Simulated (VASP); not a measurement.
# PbSe: convergence, band structure

PbSe, Fm-3m (no. 225), 2 atoms in the cell. TB-mBJ; PAW potentials Pb_d, Se (PBE set). VASP 6.6.1.

Wanted: band energies at the path's corners within 0.02 eV; smallest gap over path and mesh within 0.01 eV.

What the run is for: bands; Accuracy asked: standard; Route: KPOINTS_OPT.

Band energies at the path's corners: counted from the valence top.

POSCAR:
```
PbSe
1.0
    0.0000000000      3.0606500000      3.0606500000
    3.0606500000      0.0000000000      3.0606500000
    3.0606500000      3.0606500000      0.0000000000
Pb Se
1 1
Direct
    0.0000000000      0.0000000000      0.0000000000
    0.5000000000      0.5000000000      0.5000000000
```

The series start from Plane-wave cutoff (eV): 280; k-point mesh: 5 × 5 × 5; k points a path segment: 12; Electronic threshold (eV): 1e-6; Precision mode (PREC): Accurate; Bands in all (NBANDS): 22; Aspherical gradient terms in the spheres (LASPH): yes. Each series keeps the choices made before it, and each single choice may use up half of a tolerance. Times cover all steps of a run.

## Plane-wave cutoff (eV)

| Plane-wave cutoff (eV) | Band energies at the path's corners, largest deviation (eV) | Smallest gap over path and mesh (eV) | Time (s) |
|---|---|---|---|
| 190 | 0.034 | 0.888 | 28 |
| 240 | 0.017 | 0.858 | 27 |
| 280 | 0.011 | 0.856 | 24 |
| 310 | 0.007 | 0.855 | 42 |
| 380 | 0.002 | 0.856 | 41 |
| 480 (reference) | 0.000 | 0.857 | 45 |

Chosen: 310, the loosest value from which every tighter one stays within half of the tolerance.

## k-point mesh

| k-point mesh | Band energies at the path's corners, largest deviation (eV) | Smallest gap over path and mesh (eV) | Time (s) |
|---|---|---|---|
| 2 × 2 × 2 | 0.124 | 0.953 | 34 |
| 3 × 3 × 3 | 0.026 | 0.833 | 34 |
| 4 × 4 × 4 | 0.010 | 0.856 | 38 |
| 5 × 5 × 5 | 0.005 | 0.855 | 42 |
| 6 × 6 × 6 | 0.002 | 0.859 | 44 |
| 8 × 8 × 8 (reference) | 0.000 | 0.860 | 56 |

Chosen: 5 × 5 × 5.

## Electronic threshold (eV)

| Electronic threshold (eV) | Band energies at the path's corners, largest deviation (eV) | Smallest gap over path and mesh (eV) | Time (s) |
|---|---|---|---|
| 0.001 | 0.001 | 0.855 | 20 |
| 0.0001 | 0.000 | 0.855 | 23 |
| 1e-5 | 0.000 | 0.855 | 26 |
| 1e-6 | 0.000 | 0.855 | 29 |
| 1e-7 (reference) | 0.000 | 0.855 | 33 |

Chosen: 0.001.

## Precision mode (PREC)

| Precision mode (PREC) | Band energies at the path's corners, largest deviation (eV) | Smallest gap over path and mesh (eV) | Time (s) |
|---|---|---|---|
| SingleN | 0.081 | 0.909 | 12 |
| Normal | 0.004 | 0.857 | 14 |
| Accurate (reference) | 0.000 | 0.855 | 20 |

Chosen: Normal.

## Bands in all (NBANDS)

| Bands in all (NBANDS) | Band energies at the path's corners, largest deviation (eV) | Smallest gap over path and mesh (eV) | Time (s) |
|---|---|---|---|
| 12 | 0.001 | 0.857 | 15 |
| 13 | 0.001 | 0.857 | 9.7 |
| 14 | 0.001 | 0.857 | 10 |
| 16 | 0.001 | 0.857 | 11 |
| 22 | 0.000 | 0.857 | 14 |
| 32 (reference) | 0.000 | 0.857 | 16 |

Chosen: 12.

## Aspherical gradient terms in the spheres (LASPH)

| Aspherical gradient terms in the spheres (LASPH) | Band energies at the path's corners, largest deviation (eV) | Smallest gap over path and mesh (eV) | Time (s) |
|---|---|---|---|
| no | 0.000 | 0.857 | 6.0 |
| yes (reference) | 0.000 | 0.857 | 15 |

Chosen: no.

Also changed on the way, by series that aren't shown: k points a path segment: 5.

## All choices together

| Input | Band energies at the path's corners, largest deviation (eV) | Smallest gap over path and mesh (eV) | Time (s) |
|---|---|---|---|
| the program's defaults (naive) | 0.026 | 0.875 | 5.8 |
| chosen settings | 0.009 | 0.857 | 6.0 |
| reference settings throughout | 0.000 | 0.862 | 143 |

The tolerance is met.

## The input

INCAR.step1:
```
ISMEAR = 0 ; SIGMA = 0.03
LWAVE = True ; LCHARG = False
NBANDS = 12 ; PREC = Normal
LASPH = False ; LREAL = False
ALGO = Normal ; EDIFF = 0.001
NELM = 120 ; GGA_COMPAT = False
ENCUT = 310 ; EFERMI = MIDGAP
GGA = PE
```

INCAR.step2, as INCAR.step1 but for:
```
- LWAVE = True
- GGA = PE
+ METAGGA = MBJ
+ LWAVE = False
+ LMIXTAU = True
+ ISTART = 1
```

KPOINTS:
```
Automatic mesh
0
Gamma
  5 5 5
  0 0 0
```

KPOINTS_OPT:
```
path GXWKGLUWLK,UX
5
line-mode
reciprocal
 0.0000000000  0.0000000000  0.0000000000  G
 0.5000000000  0.0000000000  0.5000000000  X

 0.5000000000  0.0000000000  0.5000000000  X
 0.5000000000  0.2500000000  0.7500000000  W

 0.5000000000  0.2500000000  0.7500000000  W
 0.3750000000  0.3750000000  0.7500000000  K

 0.3750000000  0.3750000000  0.7500000000  K
 0.0000000000  0.0000000000  0.0000000000  G

 0.0000000000  0.0000000000  0.0000000000  G
 0.5000000000  0.5000000000  0.5000000000  L

 0.5000000000  0.5000000000  0.5000000000  L
 0.6250000000  0.2500000000  0.6250000000  U

 0.6250000000  0.2500000000  0.6250000000  U
 0.5000000000  0.2500000000  0.7500000000  W

 0.5000000000  0.2500000000  0.7500000000  W
 0.5000000000  0.5000000000  0.5000000000  L

 0.5000000000  0.5000000000  0.5000000000  L
 0.3750000000  0.3750000000  0.7500000000  K

 0.6250000000  0.2500000000  0.6250000000  U
 0.5000000000  0.0000000000  0.5000000000  X
```

Commands (each step's output is kept before the next begins):
```
cat potpaw_PBE.64/Pb_d/POTCAR potpaw_PBE.64/Se/POTCAR > POTCAR
cp INCAR.step1 INCAR
mpirun -np 1 vasp_std > vasp.out
cp INCAR.step2 INCAR
mpirun -np 1 vasp_std > vasp.out
```

Limits: Spin-orbit coupling is off, though it shifts bands of the heavy elements by a tenth of an eV or more.

The chosen input took VASP 6.6.1 6.0 s on 1 core (Intel Xeon 6975P-C (Granite Rapids)), a shared host.

## An input that fails: one k point for a small cell

It runs to its end, but against the unchanged starting input it is off by 1.737 eV in the band energies at the path's corners, 0.884 eV in the smallest gap over path and mesh.

k mesh: 5 × 5 × 5 becomes 1 × 1 × 1.

Changes against the starting input:
```
(all steps)
- NELM = 120
+ NELM = 75
```
